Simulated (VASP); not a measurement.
# SnSe2 (P-3m1) in VASP: a series of runs

Runs on SnSe2. Level: PBE. Tasks: single point.

Program: VASP 6.6.1. These are calculated values, not measurements. Logs are shortened: lines on timing, memory, paths and dates and some standing lists are left out, and cuts for length are marked.

### 1 The crystal as given

The structure is trigonal, space group P-3m1 (No. 164). The conventional cell has a = 3.811 Å, b = 3.811 Å, c = 6.136 Å, α = 90.00°, β = 90.00°, γ = 120.00°. Sn (site symmetry -3m) is surrounded by 6 Se at 2.68 Å. Around Se (site symmetry 3m) lie 3 Sn at 2.68 Å.

### 2 Single point, PBE, spin-orbit coupling, no magnetisation

The input, INCAR:

```
ALGO = Normal ; EDIFF = 1E-4
ENCUT = 400 ; GGA = PE
GGA_COMPAT = False ; ISIF = 2
ISMEAR = 0 ; LASPH = True
LCHARG = False ; LNONCOLLINEAR = True
LORBIT = 11 ; LREAL = False
LSORBIT = True ; LWAVE = False
MAGMOM = 0 0 0 0 0 0 0 0 0 ; NBANDS = 42
NELM = 100 ; PREC = Accurate
SIGMA = 0.02
```

The input, KPOINTS:

```
k-points
0
Gamma
  7 7 4
```

The input, POSCAR:

```
SnSe2
1.0
    3.8110000000      0.0000000000      0.0000000000
   -1.9055000000      3.3004228138      0.0000000000
    0.0000000000      0.0000000000      6.1360000000
Sn Se
1 2
Direct
    0.0000000000      0.0000000000      0.0000000000
    0.6666666667      0.3333333333      0.7510000000
    0.3333333333      0.6666666667      0.2490000000
```

Potentials or basis: VASP PAW PBE potentials, release 64 (Sn_d, Se).

Run with:

```console
$ cat potpaw_PBE.64/Sn_d/POTCAR potpaw_PBE.64/Se/POTCAR > POTCAR
$ mpirun -np 1 vasp_ncl > vasp.out
```

OUTCAR:

```text
EDIFF = 1E-4
   ENCUT = 400
   GGA = PE
   ISIF = 2
   ISMEAR = 0
   LASPH = True
   LNONCOLLINEAR = True
   LORBIT = 11
   LREAL = False
   LSORBIT = True
   NELM = 100
   PREC = Accurate

 Found     28 irreducible k-points:

 Following reciprocal coordinates:
            Coordinates               Weight
  0.000000  0.000000  0.000000      1.000000
  0.142857  0.000000  0.000000      6.000000
  0.285714 -0.000000  0.000000      6.000000
  0.428571 -0.000000  0.000000      6.000000
  0.142857  0.142857  0.000000      6.000000
  0.285714  0.142857  0.000000     12.000000
   k-points           NKPTS =     28   k-points in BZ     NKDIM =     28   number of bands    NBANDS=     42
   number of dos      NEDOS =    301   number of ions     NIONS =      3
   total plane-waves  NPLWV =  31360
   dimension x,y,z NGX =    28 NGY =   28 NGZ =   40
   dimension x,y,z NGXF=    56 NGYF=   56 NGZF=   80
   ions per type =               1   2
   NGX,Y,Z   is equivalent  to a cutoff of  12.21, 12.21, 10.84 a.u.
   NGXF,Y,Z  is equivalent  to a cutoff of  24.43, 24.43, 21.67 a.u.
 SYSTEM =  unknown system
   PREC   = accura    normal or accurate (medium, high low for compatibility)
   ISTART =      0    job   : 0-new  1-cont  2-samecut
   ICHARG =      2    charge: 1-file 2-atom 10-const
   ISPIN  =      1    spin polarized calculation?
   LNONCOLLINEAR =      T non collinear calculations
   LSORBIT =      T    spin-orbit coupling
   LASPH  =      T    aspherical Exc in radial PAW
   ENCUT  =  400.0 eV  29.40 Ry    5.42 a.u.   6.21  6.21 10.01*2*pi/ulx,y,z
   NELM   =    100;   NELMIN=  2; NELMDL= -5     # of ELM steps
   EDIFF  = 0.1E-03   stopping-criterion for ELM
   LREAL  =      F    real-space projection
   EDIFFG = 0.1E-02   stopping-criterion for IOM
   NSW    =      0    number of steps for IOM
   IBRION =     -1    ionic relax: 0-MD 1-quasi-New 2-CG
   NFREE  =      0    steps in history (QN), initial steepest desc. (CG)
   ISIF   =      2    stress and relaxation
   ISYM   =      2    0-nonsym 1-usesym 2-fastsym
   POTIM  = 0.5000    time-step for ionic-motion
   TEBEG  =    0.0;   TEEND  =   0.0 temperature during run
   PSTRESS=    0.0 pullay stress
   NELECT =      26.0000    total number of electrons
   NUPDOWN=      -1.0000    fix difference up-down
   EMIN   =  10.00;   EMAX   =-10.00  energy-range for DOS
   EFERMI =   0.00;   METHOD = LEGACY
   ISMEAR =     0;   SIGMA  =   0.02  broadening in eV -4-tet -1-fermi 0-gaus
   EFERMI_NEDOS =   21; number of points for ismear=-14 and -15
   IALGO  =     38    algorithm
   IMIX   =      4    mixing-type and parameters
     AMIX     =   0.40;   BMIX     =  1.00
[... 298 lines left out ...]
  Total        2.4912124      2.4912124      3.1986291      0.0000000     -0.0000000      0.0000000
  in kB       51.7163014     51.7163014     66.4019127      0.0000000     -0.0000000      0.0000000
  external PRESSURE =      56.6115052 kB  Pullay stress =       0.0000000 kB

 VOLUME and BASIS-vectors are now :
 -----------------------------------------------------------------------------
  energy-cutoff  :      400.00
  volume of cell :       77.18
      direct lattice vectors                 reciprocal lattice vectors
     3.811000000  0.000000000  0.000000000     0.262398321  0.151495741  0.000000000
    -1.905500000  3.300422814  0.000000000     0.000000000  0.302991482  0.000000000
     0.000000000  0.000000000  6.136000000     0.000000000  0.000000000  0.162972621

 POSITION                                       TOTAL-FORCE (eV/Angst)
 -----------------------------------------------------------------------------------
      0.00000      0.00000      0.00000        -0.000000      0.000000      0.000000
      1.90550      1.10014      4.60814         0.000000     -0.000000     -0.809632
     -0.00000      2.20028      1.52786        -0.000000      0.000000      0.809632
 -----------------------------------------------------------------------------------
    total drift:                                0.000000      0.000000     -0.000000

  FREE ENERGIE OF THE ION-ELECTRON SYSTEM (eV)
  ---------------------------------------------------
  free  energy   TOTEN  =       -11.8333021741 eV

  energy  without entropy=      -11.8333021741  energy(sigma->0) =      -11.83330217

 Spin-Orbit-Coupling matrix elements

 Ion:    1  E_soc:     -0.0907536
 l=   1
     0.0000000    -0.0091232    -0.0090563
    -0.0091232     0.0000000    -0.0091232
    -0.0090563    -0.0091232     0.0000000
 l=   2
     0.0000000    -0.0011966     0.0000000    -0.0011966    -0.0048275
    -0.0011966     0.0000000    -0.0036339    -0.0011925    -0.0011966
     0.0000000    -0.0036339     0.0000000    -0.0036339     0.0000000
    -0.0011966    -0.0011925    -0.0036339     0.0000000    -0.0011966
    -0.0048275    -0.0011966     0.0000000    -0.0011966     0.0000000
 l=   3
     0.0000000     0.0000000     0.0000000     0.0000000     0.0000000     0.0000000     0.0000000
     0.0000000     0.0000000     0.0000000     0.0000000     0.0000000     0.0000000     0.0000000
     0.0000000     0.0000000     0.0000000     0.0000000     0.0000000     0.0000000     0.0000000
     0.0000000     0.0000000     0.0000000     0.0000000     0.0000000     0.0000000     0.0000000
[... 29 lines left out ...]
 l=   2
     0.0000000    -0.0000002     0.0000000    -0.0000002    -0.0000027
    -0.0000002     0.0000000     0.0000019     0.0000039    -0.0000002
     0.0000000     0.0000019     0.0000000     0.0000019     0.0000000
    -0.0000002     0.0000039     0.0000019     0.0000000    -0.0000002
    -0.0000027    -0.0000002     0.0000000    -0.0000002     0.0000000
 l=   3
     0.0000000     0.0000000     0.0000000     0.0000000     0.0000000     0.0000000     0.0000000
     0.0000000     0.0000000     0.0000000     0.0000000     0.0000000     0.0000000     0.0000000
     0.0000000     0.0000000     0.0000000     0.0000000     0.0000000     0.0000000     0.0000000
     0.0000000     0.0000000     0.0000000     0.0000000     0.0000000     0.0000000     0.0000000
     0.0000000     0.0000000     0.0000000     0.0000000     0.0000000     0.0000000     0.0000000
     0.0000000     0.0000000     0.0000000     0.0000000     0.0000000     0.0000000     0.0000000
     0.0000000     0.0000000     0.0000000     0.0000000     0.0000000     0.0000000     0.0000000

 total charge

# of ion       s       p       d       tot
------------------------------------------
    1        1.053   1.063  10.116  12.233
    2        1.484   2.335   0.030   3.848
    3        1.484   2.335   0.030   3.848
--------------------------------------------------
tot          4.020   5.734  10.176  19.930

 magnetization (x)

# of ion       s       p       d       tot
------------------------------------------
    1        0.000  -0.000  -0.000   0.000
    2        0.000   0.000   0.000   0.000
    3        0.000   0.000   0.000   0.000
--------------------------------------------------
tot          0.000  -0.000  -0.000   0.000

 magnetization (y)

# of ion       s       p       d       tot
------------------------------------------
    1        0.000   0.000  -0.000  -0.000
    2        0.000   0.000   0.000   0.000
    3        0.000   0.000   0.000   0.000
--------------------------------------------------
tot          0.000   0.000  -0.000  -0.000

 magnetization (z)

# of ion       s       p       d       tot
------------------------------------------
    1       -0.000   0.000   0.000  -0.000
    2        0.000   0.000   0.000   0.000
    3        0.000   0.000   0.000   0.000
--------------------------------------------------
tot         -0.000   0.000   0.000  -0.000
```

stdout:

```text
POSCAR found type information on POSCAR SnSe
 POSCAR found :  2 types and       3 ions
 scaLAPACK will be used
 LDA part: xc-table for (Slater+PW92), standard interpolation
 POSCAR, INCAR and KPOINTS ok, starting setup
 FFT: planning ... GRIDC
 FFT: planning ... GRID_SOFT
 FFT: planning ... GRID
 WAVECAR not read
 entering main loop
```

Run time: 2.2 min. Hardware: 1 thread of Intel Xeon Platinum 8375C at 2.90GHz (Ice Lake), shared host; peak memory 0.33 GiB.

These settings aren't checked as converged: the numbers below hold their error.

What came out:

* Free energy: -11.8333 eV
* Pressure: 5.7 GPa
* Largest force: 0.810 eV/Å
* Valence electrons inside the program's atomic spheres: Sn 12.23; Se 3.85

Caveat: this functional lacks dispersion, which binds the layers, so the pressure and a relaxed spacing across them are unreliable.

### 3 Single point, PBE, spin-orbit coupling, no magnetisation

The input, INCAR:

```
ALGO = Normal ; EDIFF = 1E-7
ENCUT = 400 ; GGA = PE
GGA_COMPAT = False ; ISIF = 2
ISMEAR = 0 ; LASPH = True
LCHARG = False ; LNONCOLLINEAR = True
LORBIT = 11 ; LREAL = False
LSORBIT = True ; LWAVE = False
MAGMOM = 0 0 0 0 0 0 0 0 0 ; NBANDS = 42
NELM = 100 ; PREC = Normal
SIGMA = 0.02
```

KPOINTS is that of step 2.

POSCAR is that of step 2.

Potentials or basis: VASP PAW PBE potentials, release 64 (Sn_d, Se).

Run with:

```console
$ cat potpaw_PBE.64/Sn_d/POTCAR potpaw_PBE.64/Se/POTCAR > POTCAR
$ mpirun -np 1 vasp_ncl > vasp.out
```

It took 93 s on 1 thread of Intel Xeon Platinum 8375C at 2.90GHz (Ice Lake), shared host; peak memory 0.24 GiB.

These settings aren't checked as converged: the numbers below hold their error.

Results:

```yaml
Free_energy: -11.8333 eV
Pressure: 5.6 GPa
Largest_force: 0.807 eV/Å
Valence_electrons_inside_the_program's_atomic_spheres: Sn 12.23; Se 3.85
```

Caveat: this functional lacks dispersion, which binds the layers, so the pressure and a relaxed spacing across them are unreliable.

### 4 Single point, PBE, spin-orbit coupling, no magnetisation

The input, INCAR:

```
ALGO = Normal ; EDIFF = 1E-7
ENCUT = 400 ; GGA = PE
GGA_COMPAT = False ; ISIF = 2
ISMEAR = 0 ; LASPH = False
LCHARG = False ; LNONCOLLINEAR = True
LORBIT = 11 ; LREAL = False
LSORBIT = True ; LWAVE = False
MAGMOM = 0 0 0 0 0 0 0 0 0 ; NBANDS = 42
NELM = 100 ; PREC = Accurate
SIGMA = 0.02
```

KPOINTS is that of step 3.

POSCAR is that of step 3.

Potentials or basis: VASP PAW PBE potentials, release 64 (Sn_d, Se).

Run with:

```console
$ cat potpaw_PBE.64/Sn_d/POTCAR potpaw_PBE.64/Se/POTCAR > POTCAR
$ mpirun -np 1 vasp_ncl > vasp.out
```

OUTCAR:

```text
EDIFF = 1E-7
   ENCUT = 400
   GGA = PE
   ISIF = 2
   ISMEAR = 0
   LASPH = False
   LNONCOLLINEAR = True
   LORBIT = 11
   LREAL = False
   LSORBIT = True
   NELM = 100
   PREC = Accurate

 Found     28 irreducible k-points:

 Following reciprocal coordinates:
            Coordinates               Weight
  0.000000  0.000000  0.000000      1.000000
  0.142857  0.000000  0.000000      6.000000
  0.285714 -0.000000  0.000000      6.000000
  0.428571 -0.000000  0.000000      6.000000
  0.142857  0.142857  0.000000      6.000000
  0.285714  0.142857  0.000000     12.000000
   k-points           NKPTS =     28   k-points in BZ     NKDIM =     28   number of bands    NBANDS=     42
   number of dos      NEDOS =    301   number of ions     NIONS =      3
   total plane-waves  NPLWV =  31360
   dimension x,y,z NGX =    28 NGY =   28 NGZ =   40
   dimension x,y,z NGXF=    56 NGYF=   56 NGZF=   80
   ions per type =               1   2
   NGX,Y,Z   is equivalent  to a cutoff of  12.21, 12.21, 10.84 a.u.
   NGXF,Y,Z  is equivalent  to a cutoff of  24.43, 24.43, 21.67 a.u.
 SYSTEM =  unknown system
   PREC   = accura    normal or accurate (medium, high low for compatibility)
   ISTART =      0    job   : 0-new  1-cont  2-samecut
   ICHARG =      2    charge: 1-file 2-atom 10-const
   ISPIN  =      1    spin polarized calculation?
   LNONCOLLINEAR =      T non collinear calculations
   LSORBIT =      T    spin-orbit coupling
   LASPH  =      F    aspherical Exc in radial PAW
   ENCUT  =  400.0 eV  29.40 Ry    5.42 a.u.   6.21  6.21 10.01*2*pi/ulx,y,z
   NELM   =    100;   NELMIN=  2; NELMDL= -5     # of ELM steps
   EDIFF  = 0.1E-06   stopping-criterion for ELM
   LREAL  =      F    real-space projection
   EDIFFG = 0.1E-05   stopping-criterion for IOM
   NSW    =      0    number of steps for IOM
   IBRION =     -1    ionic relax: 0-MD 1-quasi-New 2-CG
   NFREE  =      0    steps in history (QN), initial steepest desc. (CG)
   ISIF   =      2    stress and relaxation
   ISYM   =      2    0-nonsym 1-usesym 2-fastsym
   POTIM  = 0.5000    time-step for ionic-motion
   TEBEG  =    0.0;   TEEND  =   0.0 temperature during run
   PSTRESS=    0.0 pullay stress
   NELECT =      26.0000    total number of electrons
   NUPDOWN=      -1.0000    fix difference up-down
   EMIN   =  10.00;   EMAX   =-10.00  energy-range for DOS
   EFERMI =   0.00;   METHOD = LEGACY
[... 317 lines left out ...]
      1.90550      1.10014      4.60814         0.000000     -0.000000     -0.810286
     -0.00000      2.20028      1.52786        -0.000000      0.000000      0.810286
 -----------------------------------------------------------------------------------
    total drift:                                0.000000      0.000000      0.000000

  FREE ENERGIE OF THE ION-ELECTRON SYSTEM (eV)
  ---------------------------------------------------
  free  energy   TOTEN  =       -11.8303497698 eV

  energy  without entropy=      -11.8303497698  energy(sigma->0) =      -11.83034977

 Spin-Orbit-Coupling matrix elements

 Ion:    1  E_soc:     -0.0907553
 l=   1
     0.0000000    -0.0091234    -0.0090567
    -0.0091234     0.0000000    -0.0091234
    -0.0090567    -0.0091234     0.0000000
 l=   2
     0.0000000    -0.0011965     0.0000000    -0.0011965    -0.0048263
    -0.0011965     0.0000000    -0.0036351    -0.0011916    -0.0011965
     0.0000000    -0.0036351     0.0000000    -0.0036351     0.0000000
    -0.0011965    -0.0011916    -0.0036351     0.0000000    -0.0011965
    -0.0048263    -0.0011965     0.0000000    -0.0011965     0.0000000
 l=   3
     0.0000000     0.0000000     0.0000000     0.0000000     0.0000000     0.0000000     0.0000000
     0.0000000     0.0000000     0.0000000     0.0000000     0.0000000     0.0000000     0.0000000
     0.0000000     0.0000000     0.0000000     0.0000000     0.0000000     0.0000000     0.0000000
     0.0000000     0.0000000     0.0000000     0.0000000     0.0000000     0.0000000     0.0000000
[... 29 lines left out ...]
 l=   2
     0.0000000    -0.0000002     0.0000000    -0.0000002    -0.0000027
    -0.0000002     0.0000000     0.0000019     0.0000039    -0.0000002
     0.0000000     0.0000019     0.0000000     0.0000019     0.0000000
    -0.0000002     0.0000039     0.0000019     0.0000000    -0.0000002
    -0.0000027    -0.0000002     0.0000000    -0.0000002     0.0000000
 l=   3
     0.0000000     0.0000000     0.0000000     0.0000000     0.0000000     0.0000000     0.0000000
     0.0000000     0.0000000     0.0000000     0.0000000     0.0000000     0.0000000     0.0000000
     0.0000000     0.0000000     0.0000000     0.0000000     0.0000000     0.0000000     0.0000000
     0.0000000     0.0000000     0.0000000     0.0000000     0.0000000     0.0000000     0.0000000
     0.0000000     0.0000000     0.0000000     0.0000000     0.0000000     0.0000000     0.0000000
     0.0000000     0.0000000     0.0000000     0.0000000     0.0000000     0.0000000     0.0000000
     0.0000000     0.0000000     0.0000000     0.0000000     0.0000000     0.0000000     0.0000000

 total charge

# of ion       s       p       d       tot
------------------------------------------
    1        1.053   1.063  10.116  12.233
    2        1.484   2.335   0.030   3.848
    3        1.484   2.335   0.030   3.848
--------------------------------------------------
tot          4.020   5.733  10.176  19.929

 magnetization (x)

# of ion       s       p       d       tot
------------------------------------------
    1        0.000   0.000   0.000   0.000
    2        0.000   0.000   0.000   0.000
    3        0.000  -0.000   0.000  -0.000
--------------------------------------------------
tot          0.000  -0.000   0.000  -0.000

 magnetization (y)

# of ion       s       p       d       tot
------------------------------------------
    1        0.000  -0.000   0.000   0.000
    2        0.000   0.000  -0.000  -0.000
    3        0.000  -0.000   0.000  -0.000
--------------------------------------------------
tot          0.000  -0.000   0.000  -0.000

 magnetization (z)

# of ion       s       p       d       tot
------------------------------------------
    1        0.000   0.000   0.000   0.000
    2        0.000   0.000   0.000   0.000
    3        0.000   0.000   0.000   0.000
--------------------------------------------------
tot          0.000   0.000   0.000   0.000
```

stdout:

```text
POSCAR found type information on POSCAR SnSe
 POSCAR found :  2 types and       3 ions
 scaLAPACK will be used
 LDA part: xc-table for (Slater+PW92), standard interpolation
 POSCAR, INCAR and KPOINTS ok, starting setup
 FFT: planning ... GRIDC
 FFT: planning ... GRID_SOFT
 FFT: planning ... GRID
 WAVECAR not read
 entering main loop
```

Run time: 3 min. Hardware: 1 thread of Intel Xeon Platinum 8375C at 2.90GHz (Ice Lake), shared host; peak memory 0.34 GiB.

These settings aren't checked as converged: the numbers below hold their error.

Results:

| Item | Value |
| --- | --- |
| Free energy | -11.8303 eV |
| Pressure | 5.7 GPa |
| Largest force | 0.810 eV/Å |
| Valence electrons inside the program's atomic spheres | Sn 12.23; Se 3.85 |

Caveat: this functional lacks dispersion, which binds the layers, so the pressure and a relaxed spacing across them are unreliable.

### 5 Single point, PBE, spin-orbit coupling, no magnetisation

Edit INCAR of step 4 so:

```diff
@@ -1,5 +1,5 @@
 ALGO = Normal ; EDIFF = 1E-7
-ENCUT = 400 ; GGA = PE
+ENCUT = 650 ; GGA = PE
 GGA_COMPAT = False ; ISIF = 2
-ISMEAR = 0 ; LASPH = False
+ISMEAR = 0 ; LASPH = True
 LCHARG = False ; LNONCOLLINEAR = True
```

The input, KPOINTS:

```
k-points
0
Gamma
  6 6 3
```

POSCAR is that of step 4.

Run with:

```console
$ cat potpaw_PBE.64/Sn_d/POTCAR potpaw_PBE.64/Se/POTCAR > POTCAR
$ mpirun -np 1 vasp_ncl > vasp.out
```

Run time: 3.9 min. Hardware: 1 thread of Intel Xeon Platinum 8375C at 2.90GHz (Ice Lake), shared host; peak memory 0.49 GiB.

The run converged, but some of its settings lie outside the range that counts as converged, so its numbers aren't taken as properties of the crystal.

Results:

```yaml
Free_energy: -11.8211 eV
Pressure: 5.7 GPa
Largest_force: 0.779 eV/Å
Valence_electrons_inside_the_program's_atomic_spheres: Sn 12.23; Se 3.85
```

Caveat: this functional lacks dispersion, which binds the layers, so the pressure and a relaxed spacing across them are unreliable.

### 6 For comparison

An earlier run on the cell as given: functional PBEsol; potentials or basis VASP PAW PBE potentials, release 64 (Sn_d, Se); cutoff 520 eV; k mesh 8 × 8 × 5; occupations fermi-dirac, width 0.05 eV; no spin polarisation.

* Pressure: 2.6 GPa
* Largest force: 0.622 eV/Å
* Band gap on the k mesh: 0.73 eV, indirect (least direct gap 1.00 eV)
